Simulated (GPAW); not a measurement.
BAs, 2 atoms in the cell. Symmetry: F-43m, No. 216, cubic system. Conventional cell: a = 4.777 Å, b = 4.777 Å, c = 4.777 Å, α = 90.00°, β = 90.00°, γ = 90.00°. Around As (site symmetry -43m) lie 4 B at 2.07 Å. B (site symmetry -43m) has 4 As at 2.07 Å as nearest neighbours. 

```yaml
Program: GPAW 26.7.0
Task: band structure
Functional: OLYP
Potentials_or_basis: PAW data sets generated in the run's folder for this functional
Cutoff: 800 eV
Basis: pw
k_mesh: 8 × 8 × 8
Occupations: fermi-dirac, width 0.05 eV
Spin: spin-orbit coupling, no magnetisation
Eigensolver: davidson
Maxiter: 150
Band_path: GXWKGLUWLK,UX
Band_points: 100
spin_axis_theta_degrees: 0
spin_axis_phi_degrees: 0
Soc_after_scf: second variation
```

Potentials or basis: PAW data sets generated in the run's folder for this functional, pw.

Run with:

```console
$ gpaw-setup -f GGA_X_OPTX+GGA_C_LYP As B
$ OMP_NUM_THREADS=1 python run.py
```

Hardware: 1 thread of Arm Neoverse V1, with other jobs on the host.

Task: How long does it take, and how much memory?

Result: Wall time 36 s on 1 thread of Arm Neoverse V1, with other jobs on the host, peak memory 0.26 GiB. Counts: scf iterations 15, plane waves 1424, bands 11, k points 29.
